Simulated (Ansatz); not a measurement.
Molecular dynamics of CaF2

The input (input.yaml):

```yaml
crystal:
  lattice:
    - [0.0, 5.2914, 5.2914]
    - [5.2914, 0.0, 5.2914]
    - [5.2914, 5.2914, 0.0]
  atoms:
    - { symbol: Ca, position: [0.0, 0.0, 0.0] }
    - { symbol: F, position: [0.125, 0.125, 0.125] }
    - { symbol: F, position: [0.375, 0.375, 0.375] }
    - { symbol: Ca, position: [0.0, 0.0, 0.5] }
    - { symbol: F, position: [0.125, 0.125, 0.625] }
    - { symbol: F, position: [0.375, 0.375, 0.875] }
    - { symbol: Ca, position: [0.0, 0.5, 0.0] }
    - { symbol: F, position: [0.125, 0.625, 0.125] }
    - { symbol: F, position: [0.375, 0.875, 0.375] }
    - { symbol: Ca, position: [0.0, 0.5, 0.5] }
    - { symbol: F, position: [0.125, 0.625, 0.625] }
    - { symbol: F, position: [0.375, 0.875, 0.875] }
    - { symbol: Ca, position: [0.5, 0.0, 0.0] }
    - { symbol: F, position: [0.625, 0.125, 0.125] }
    - { symbol: F, position: [0.875, 0.375, 0.375] }
    - { symbol: Ca, position: [0.5, 0.0, 0.5] }
    - { symbol: F, position: [0.625, 0.125, 0.625] }
    - { symbol: F, position: [0.875, 0.375, 0.875] }
    - { symbol: Ca, position: [0.5, 0.5, 0.0] }
    - { symbol: F, position: [0.625, 0.625, 0.125] }
    - { symbol: F, position: [0.875, 0.875, 0.375] }
    - { symbol: Ca, position: [0.5, 0.5, 0.5] }
    - { symbol: F, position: [0.625, 0.625, 0.625] }
    - { symbol: F, position: [0.875, 0.875, 0.875] }
basis:
  ecutwfc: 420.0
kpoints:
  mp_grid: { grid: [2, 2, 2] }
hamiltonian:
  xc: pbe
scf:
  occupations: { method: fermi_dirac, width: 0.05 }
  lower_state_search: "off"
md:
  timestep: 2
  n_steps: 200
  ensemble: nvt_nose_hoover
  temperature: 1500.0
  initial_velocities: maxwell_boltzmann
  seed: 826237
  nose_hoover: { tau: 50.0, chain_length: 1 }
```

Launched with:

```bash
$ ansatz run input.yaml --threads 2 --pin off --max-ram 5120MiB --backend cpu --events-out ev --progress --plain --runs-dir out
```

It starts from a structure without forces on its atoms.

Output, in part (step lines):

```
md step     0: t =     0.00 fs  T =  1500.0 K  F+E_penalty+E_count = -27517.14120721 eV  E_kin = 4.459470 eV  conserved = -27512.68173724 eV  (7 SCF iters)
md step     1: t =     2.00 fs  T =  1480.2 K  F+E_penalty+E_count = -27517.08242839 eV  E_kin = 4.400694 eV  conserved = -27512.68175742 eV  (8 SCF iters)
md step     2: t =     4.00 fs  T =  1421.7 K  F+E_penalty+E_count = -27516.90766435 eV  E_kin = 4.226556 eV  conserved = -27512.68137846 eV  (8 SCF iters)
md step     3: t =     6.00 fs  T =  1327.0 K  F+E_penalty+E_count = -27516.62446437 eV  E_kin = 3.945139 eV  conserved = -27512.68054419 eV  (8 SCF iters)
md step     4: t =     8.00 fs  T =  1201.6 K  F+E_penalty+E_count = -27516.24789232 eV  E_kin = 3.572191 eV  conserved = -27512.67919739 eV  (8 SCF iters)
md step     5: t =    10.00 fs  T =  1053.3 K  F+E_penalty+E_count = -27515.80113460 eV  E_kin = 3.131471 eV  conserved = -27512.67732070 eV  (5 SCF iters)
md step     6: t =    12.00 fs  T =   892.8 K  F+E_penalty+E_count = -27515.31543068 eV  E_kin = 2.654424 eV  conserved = -27512.67499246 eV  (4 SCF iters)
md step     7: t =    14.00 fs  T =   732.8 K  F+E_penalty+E_count = -27514.82854519 eV  E_kin = 2.178478 eV  conserved = -27512.67243712 eV  (4 SCF iters)
[... lines left out ...]
md step   200: t =   400.00 fs  T =  1143.6 K  F+E_penalty+E_count = -27510.77645631 eV  E_kin = 3.400044 eV  conserved = -27512.66317052 eV  (8 SCF iters)
```

The steps, from the saved trajectory:

```
time (fs)  T (K)  potential energy less start (eV)  conserved less start (meV/atom)
      0.0   1500                             0.000                             0.00
     12.0    893                             1.826                             0.28
     24.0    334                             3.560                             0.55
     36.0    763                             2.491                             0.21
     48.0    979                             2.375                             0.28
     60.0    795                             3.548                             0.51
     72.0    915                             3.879                             0.52
     84.0   1491                             3.322                             0.53
     96.0   2036                             3.461                             0.56
    108.0   2032                             5.266                             0.85
    120.0   1894                             7.149                             1.03
    132.0   1976                             8.154                             1.05
    144.0   2196                             8.624                             1.08
    156.0   2311                             9.155                             1.29
    168.0   2651                             8.614                             1.15
    180.0   2775                             8.071                             1.18
    192.0   2250                             8.745                             1.04
    204.0   1541                             9.935                             1.25
    216.0   1522                             9.168                             0.93
    228.0   1293                             9.088                             1.01
    240.0   1335                             8.341                             1.02
    252.0   1656                             6.675                             0.65
    264.0   1306                             6.987                             0.85
    276.0   1331                             6.356                             0.76
    288.0   1531                             5.148                             0.54
    300.0   1145                             5.745                             0.68
    312.0    910                             6.118                             0.70
    324.0   1030                             5.571                             0.68
    336.0   1266                             4.756                             0.50
    348.0   1054                             5.347                             0.57
    360.0    767                             6.262                             0.77
    372.0   1040                             5.649                             0.54
    384.0   1127                             5.767                             0.64
    396.0   1091                             6.340                             0.79
```

The run went to its last step. The conserved energy stayed within 1.3 meV per atom of its start (net change 0.77 meV per atom), so the integration is sound. The mean temperature of the second half is 18 % below the set value. A run of 0.4 ps of so small a system gives no equilibrium averages.

Mean squared displacements from the first frame to the last, about the centre of mass: Ca 0.17 Å², F 1.29 Å².

Last frame:

```xyz
24
Lattice="0.0000 5.2914 5.2914 5.2914 0.0000 5.2914 5.2914 5.2914 0.0000" Properties=species:S:1:pos:R:3
Ca -0.309 -0.239 0.120
F 1.337 1.120 0.987
F 4.255 3.465 4.354
Ca 2.954 2.450 -0.026
F 3.803 3.760 1.624
F 7.421 8.284 3.043
Ca 2.225 -0.130 2.507
F 4.218 0.428 3.620
F 6.460 3.664 6.060
Ca 5.227 2.233 3.051
F 6.358 5.730 4.133
F 8.974 6.502 6.129
Ca 0.085 2.613 2.311
F 2.260 5.170 4.605
F 3.595 6.399 6.738
Ca 2.594 5.179 2.607
F 4.312 6.371 3.596
F 6.108 8.951 6.742
Ca 2.191 2.713 5.273
F 3.878 3.877 7.003
F 7.291 8.577 8.921
Ca 5.027 5.149 5.535
F 6.356 6.219 7.063
F 10.509 8.671 9.593
```

Run time: 15 min on 2 threads of Intel(R) Xeon(R) Platinum 8175M CPU @ 2.50GHz (Skylake/Cascade Lake) (shared host), peak memory 1 GiB.
